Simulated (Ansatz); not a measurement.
Runs of Ansatz 0.2.0 on MgS. It takes space group F-43m (No. 216, cubic). The conventional cell has a = 5.666 Å, b = 5.666 Å, c = 5.666 Å, α = 90.00°, β = 90.00°, γ = 90.00°. Around S (site symmetry -43m) lie 4 Mg at 2.45 Å. Mg (site symmetry -43m) has 4 S at 2.45 Å as nearest neighbours. The cell comes from a database or a generator and needn't be the stable form of this composition.

| task | level | potentials or basis | spin | cell | k mesh | cutoff (eV) | smearing | level | run kind | driver | eos | points for each segment of the path | mesh quality | gap on the mesh (eV) | V0 of scaled cells (Å³/atom) | B0 (GPa) |
| --- | --- | --- | --- | --- | --- | --- | --- | --- | --- | --- | --- | --- | --- | --- | --- | --- |
| equation of state | PBE0 | Ansatz PAW | off | as given | 4 × 4 × 4 | 420 | fermi-dirac 0.05 eV | - | - | - | - | - | coarse | - | 22.71 | (c) |
| Born charges and dielectric tensor | HSEsol | Ansatz PAW | off | as given | 5 × 5 × 5 | 420 | fixed | - | - | - | - | - | not flagged | (a) | - | - |
| band structure | PBE0 | Ansatz PAW | off | as given | 6 × 6 × 6 | 420 | fixed | pbe0 | scf | - | - | - | not flagged | 5.20 | - | - |
| relaxation of cell and atoms | PBE0 | Ansatz PAW | off | relaxed | 4 × 4 × 4 | 420 | fermi-dirac 0.05 eV | - | - | - | - | - | coarse | 5.22 | - | - |
| equation of state | r2SCANh | Ansatz PAW | off | as given | 4 × 4 × 4 | 500 | methfessel-paxton 0.1 eV | - | - | calculator | birch | - | coarse | - | (d) | 61 |
| electron localisation function | LDA+D4 | JTH PAW | non-collinear, ferromagnetic start | as given | 8 × 8 × 8 | 900 | cold 0.05 eV | - | - | - | - | - | not flagged | 3.16 | - | - |
| band structure | r2SCAN-EpsX | JTH PAW | off | as given | 5 × 5 × 5 | 900 | fixed | - | - | - | - | 4 | not flagged | 5.69 | - | - |
| equation of state | PBEsol | Ansatz PAW earlier set | off | as given | 8 × 8 × 8 | 620 | fermi-dirac 0.05 eV | - | - | - | - | - | not flagged | - | 22.56 | 58 |
| band structure | B3LYP | Ansatz PAW | off | as given | 4 × 4 × 4 | 420 | fermi-dirac 0.05 eV | - | - | - | - | 4 | coarse | 4.99 | - | - |
| electron localisation function | HSE03 | SPMS NC | off | as given | 5 × 5 × 5 | 762 | fixed | - | - | chain | - | - | not flagged | (b) | - | - |
| electron localisation function | CAM-B3LYP+D3(BJ)+ATM | Ansatz PAW | off | as given | 5 × 5 × 5 | 420 | gaussian 0.05 eV | - | - | - | - | - | not flagged | 7.41 | - | - |
| equation of state | HSE03 | Ansatz PAW | off | as given | 4 × 4 × 4 | 420 | methfessel-paxton 0.15 eV | - | - | calculator | birch | - | coarse | - | 22.77 | 59 |

Task: Fill in the values left out.

Result: (a) 4.37; (b) 4.34; (c) 60; (d) 22.64.

Caveats: some runs use coarse meshes; the PAW data sets come from PBE, with cores solved anew for the run's functional, which leaves a small shift of forces and pressure (some runs); odd divisions of the mesh miss points on the zone boundary, where band edges often lie, so the gap on the mesh can be too wide (some runs); the potentials were made for another functional, which shifts forces and pressure (some runs); the plane-wave basis is chosen anew once the cell has moved, so the energies of steps on either side of that aren't comparable (some runs).

A k mesh can miss the band edges.

Not every run made on this cell is shown here.
